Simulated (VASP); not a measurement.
TiAl:

```
CELL_PARAMETERS angstrom
3.17906 0.00000 0.00000
0.00000 3.17906 0.00000
0.00000 0.00000 3.17906
ATOMIC_POSITIONS crystal
Ti 0.00000 0.00000 0.00000
Al 0.50000 0.50000 0.50000
```

The cell comes from a database or a generator and needn't be the stable form of this composition.

- Program: VASP 6.6.1
- Task: relaxation of cell and atoms
- Functional: PBEsol
- Potentials or basis: VASP PAW PBE potentials, release 64 (Ti, Al)
- Cutoff: 580 eV
- k mesh: 14 × 14 × 14
- Occupations: gaussian, width 0.1 eV
- Spin: no spin polarisation

At the start: pressure -2.7 GPa; volume 16.06 Å³/atom.

Problem. How do energy, volume and symmetry change on relaxing?

Solution. Over 3 steps the energy falls by 3.1 meV/atom and the volume is 15.70 Å³/atom (-2.2 %); space group Pm-3m (No. 221, to 0.05 Å).

Step by step:
```csv
step,energy change (eV),largest force (eV/Å),pressure (GPa),volume (Å³)
1,0.0000,0.0000,-2.65,32.13
2,-0.0030,0.0000,2.03,30.91
3,-0.0061,0.0000,0.00,31.41
```

Final structure:
```
Ti Al
1.0
     3.15507    0.00000    0.00000
     0.00000    3.15507    0.00000
     0.00000    0.00000    3.15507
Ti Al
1 1
Direct
  0.00000 0.00000 0.00000
  0.50000 0.50000 0.50000
```

Caveat: the PAW data sets were made with another functional, which shifts forces and pressure a little.
